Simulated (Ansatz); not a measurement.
Set up this calculation in Ansatz 0.2.0, as the native input.

```
Task                : band structure
Functional          : LDA
Potentials or basis : all-electron LAPW, scalar-relativistic
Cutoff              : 225 eV (chosen from the basis error)
Basis error allowed : 0.001 eV/atom
k mesh              : 11 × 11 × 6
Occupations         : fermi-dirac, width 0.05 eV
Spin                : no spin polarisation
```

TiAl:

```
CELL_PARAMETERS angstrom
2.86726 0.00000 0.00000
-1.43363 2.48312 0.00000
0.00000 0.00000 4.67808
ATOMIC_POSITIONS crystal
Ti 0.00000 0.00000 0.00000
Al 0.33333 0.66667 0.50000
```

The cell comes from a database or a generator and needn't be the stable form of this composition.

One way to write it, as run:

input.yaml

```yaml
crystal:
  lattice:
    - [2.8672622327, 0.0, 0.0]
    - [-1.4336311163, 2.4831219328, 0.0]
    - [0.0, 0.0, 4.678083]
  atoms:
    - { symbol: Ti, position: [0.0, 0.0, 0.0] }
    - { symbol: Al, position: [0.3333333333, 0.6666666667, 0.5] }
kpoints:
  mp_grid: { grid: [11, 11, 6] }
  band_path:
    path:
      - [0.0, 0.0, 0.0]
      - [0.5, 0.0, 0.0]
      - [0.3333333333, 0.3333333333, 0.0]
      - [0.0, 0.0, 0.0]
      - [0.0, 0.0, 0.5]
      - [0.5, 0.0, 0.5]
      - [0.3333333333, 0.3333333333, 0.5]
      - [0.0, 0.0, 0.5]
    npoints: 12
scf:
  occupations: { method: fermi_dirac, width: 0.05 }
hamiltonian:
  xc: lda
  pseudopotentials: { kind: all_electron, lapw: { basis_error: 0.001 } }
output:
  forces: true
  stress: true
  eigenvalues: true
```

Potentials or basis: all-electron LAPW, scalar-relativistic.

Command:

```bash
$ ansatz run input.yaml --threads 1 --pin off --max-ram 3072MiB --backend cpu --events-out ev --progress --plain --runs-dir out
```

Results of the run:

```yaml
Pressure: -6.1 GPa
Band_gap_along_the_path: none (metal or under the smearing width)
```

Wall time 22 s on 1 thread of Intel(R) Xeon(R) Processor @ 2.70GHz, on a shared host, peak memory 0.31 GiB.
